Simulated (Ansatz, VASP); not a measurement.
## KBr in VASP and in Ansatz

INCAR

```
PREC     = Accurate       # precision mode
ENCUT    = 520            # plane-wave cutoff, eV
EDIFF    = 1E-7           # SCF threshold, eV
ISMEAR   = 0              # smearing method
SIGMA    = 0.05           # smearing width, eV
LREAL    = F              # projectors in reciprocal space
LASPH    = T              # aspherical terms in the spheres
NELM     = 60             # most SCF steps
ALGO     = Normal         # electronic algorithm
ISIF     = 2              # what is computed and relaxed
LWAVE    = F              # write WAVECAR
LCHARG   = T              # write CHGCAR
GGA      = PE             # functional
LELF     = T              # ELF
LVHAR    = T            
NBANDS   = 15             # bands
```

Contents of KPOINTS:

```
Automatic mesh
0
Gamma
  6 6 6
```

Contents of POSCAR:

```
KBr
1.0
    0.0000000000      3.2925000000      3.2925000000
    3.2925000000      0.0000000000      3.2925000000
    3.2925000000      3.2925000000      0.0000000000
K Br
1 1
Direct
   -0.0341685649     -0.0341685649      0.0341685649
    0.5000000000      0.5000000000      0.5000000000
```

Input for Ansatz:

```yaml
crystal:
  lattice:
    - [0.0, 3.2925, 3.2925]
    - [3.2925, 0.0, 3.2925]
    - [3.2925, 3.2925, 0.0]
  atoms:
    - { symbol: K, position: [-0.0341685649, -0.0341685649, 0.0341685649] }
    - { symbol: Br, position: [0.5, 0.5, 0.5] }
basis:
  ecutwfc: 420
kpoints:
  mp_grid: { grid: [6, 6, 6] }
hamiltonian:
  xc: pbe
scf:
  occupations: { method: gaussian, width: 0.05 }
output:
  forces: true
  stress: true
  eigenvalues: true
```

Change from the starting cell: all K atoms moved +0.225 Å, as atom 1 towards its neighbour atom 2 (Br) at 3.292 Å.

Alike in both runs: task single point; functional PBE; k mesh 6 × 6 × 6; occupations gaussian, width 0.05 eV; no spin polarisation.

```csv
,VASP,Ansatz
version,VASP 6.6.1,Ansatz 0.2.0
potentials or method,"VASP PAW PBE potentials, release 64 (K_sv, Br)","scalar-relativistic, plane waves, PAW"
plane-wave cutoff (eV),520,420
valence electrons in the cell,16,16
```

|  | VASP | Ansatz | Ansatz less VASP |
| --- | --- | --- | --- |
| gap on the k mesh at the Fermi level (eV) | 4.47 | 4.47 | +0.002 |
| least direct gap on the mesh (eV) | 4.47 | 4.47 | +0.002 |
| pressure (GPa) | 1.2 | 1.1 | -0.04 |
| largest component of the traceless stress (GPa) | 0.76 | 0.74 | -0.011 |
| rms of the force components (eV/Å) | 0.193 | 0.190 | -0.0029 |

Atom by atom the forces differ by 0.003 eV/Å (rms over components). With one functional, cell and mesh, what is left measures potentials, basis and numerics.
